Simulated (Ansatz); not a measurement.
**TaSi2 under strain — 181Ta nuclear quadrupole resonance**

Cell: a structure deposited in the COD, relaxed with PBE at fixed cell and then changed (z compressed by 2 %, ions relaxed).

```cif
data_structure
_symmetry_space_group_name_H-M 'P 1'
_symmetry_Int_Tables_number 1
_cell_length_a 4.7839
_cell_length_b 4.7839
_cell_length_c 6.4386
_cell_angle_alpha 90.000
_cell_angle_beta 90.000
_cell_angle_gamma 120.000
_cell_volume 127.61
loop_
_atom_site_label
_atom_site_type_symbol
_atom_site_fract_x
_atom_site_fract_y
_atom_site_fract_z
_atom_site_occupancy
Ta1 Ta 0.50000 0.00000 0.00000 1
Ta2 Ta 0.50000 0.50000 0.66667 1
Ta3 Ta 0.00000 0.50000 0.33333 1
Si4 Si 0.15843 0.31685 0.00000 1
Si5 Si 0.84157 0.15843 0.66667 1
Si6 Si 0.68315 0.84157 0.33333 1
Si7 Si 0.84157 0.68315 0.00000 1
Si8 Si 0.15843 0.84157 0.66667 1
Si9 Si 0.31685 0.15843 0.33333 1
```

Sites (sets of like atoms) are named by element and the number of their first atom in this list.

All values are calculated (Ansatz; DFT, PBE, plane waves and PAW, scalar-relativistic, 420 eV cutoff, Γ-centred 11×11×7 k-points, Fermi–Dirac smearing 0.05 eV), not measured.

181Ta: I = 7/2, Q = 3170 mb (year-2017 value). Static lattice, zero field.

Q: Predict the zero-field 181Ta lines of each site.

A: For I = 7/2 and η = 0 the lines are |C_Q|/14 times 1, 2 and 3; η shifts the lowest up most.

| site | atoms | V_zz (10²¹ V/m²) | C_Q (MHz) | η | line frequencies (MHz) |
| --- | --- | --- | --- | --- | --- |
| Ta | 1, 2, 3 | 8.97 | 688 | 0.17 | 54.3, 96.7, 146.9 |

The run finds no gap above 0.1 eV (a metal, or nearly one), so the gradients can move by 10 % or more with the k-mesh. Without spin–orbit coupling the gradients at and beside Ta can be off by some per cent, at some sites by more. With these PAW files V_zz is typically within 2 to 3 % of all-electron values, but misses above 10 % occur on Ta. At this changed cell the PBE pressure is 7 GPa.

The relaxation (2 steps) took 21 s of wall time (47 s of CPU time) and 0.71 GiB at its peak, on 4 threads of Intel Xeon Platinum 8488C (Sapphire Rapids) (x86_64; 16 cores open to the job, memory cap 8.0 GiB, no GPU), a shared host with a load of 0.5 a core.
